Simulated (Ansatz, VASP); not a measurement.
## As: VASP beside Ansatz

Contents of INCAR:

```
PREC = Accurate ; ENCUT = 520
EDIFF = 1E-6 ; ISMEAR = -1
SIGMA = 0.1 ; LREAL = F
LASPH = T ; NELM = 60
ALGO = Normal ; ISIF = 2
LWAVE = F ; LCHARG = T
GGA = B5 ; ALDAX = 1.0
AGGAX = 1.0 ; AGGAC = 1.0
ALDAC = 0.0 ; LELF = T
LVHAR = T ; NBANDS = 12
```

Contents of KPOINTS:

```
Automatic mesh
0
Gamma
  10 10 10
```

File POSCAR:

```
As
1.0
    0.0000000000      3.0461885431      3.0461885431
    3.0461885431      0.0000000000      3.0461885431
    3.0461885431      3.0461885431      0.0000000000
As
2
Direct
    0.1250000000      0.1250000000      0.1250000000
    0.8750000000      0.8750000000      0.8750000000
```

Input for Ansatz:

```yaml
crystal:
  lattice:
    - [0.0, 3.0461885431, 3.0461885431]
    - [3.0461885431, 0.0, 3.0461885431]
    - [3.0461885431, 3.0461885431, 0.0]
  atoms:
    - { symbol: As, position: [0.125, 0.125, 0.125] }
    - { symbol: As, position: [0.875, 0.875, 0.875] }
hamiltonian:
  xc: blyp
  pseudopotentials:
    kind: paw
    azcp:
      As: "pseudopotentials/As.paw.azcp"
basis:
  ecutwfc: 420
  fft_grid_basis: typed
kpoints:
  mp_grid: { grid: [10, 10, 10], shift: [0, 0, 0] }
magnetization:
  spin_polarized: false
scf:
  occupations: { method: fermi_dirac, width: 0.1 }
  lower_state_search: "off"
output:
  stress: true
```

Alike in both runs: task single point; functional BLYP; k mesh 10 × 10 × 10; occupations fermi-dirac, width 0.1 eV; no spin polarisation.

```csv
,VASP,Ansatz
version,VASP 6.6.1,Ansatz 0.2.0
potentials or method,"VASP PAW PBE potentials, release 64 (As)","plane waves (420 eV) with PAW, scalar-relativistic"
plane-wave cutoff (eV),520,420
valence electrons in the cell,10,30
```

```csv
,VASP,Ansatz,Ansatz less VASP
pressure (GPa),4.1,3.8,-0.28
```

The two sets of potentials don't hold the same shells in valence.

Caveats: the PAW data sets were made with another functional, which shifts forces and pressure a little (VASP).
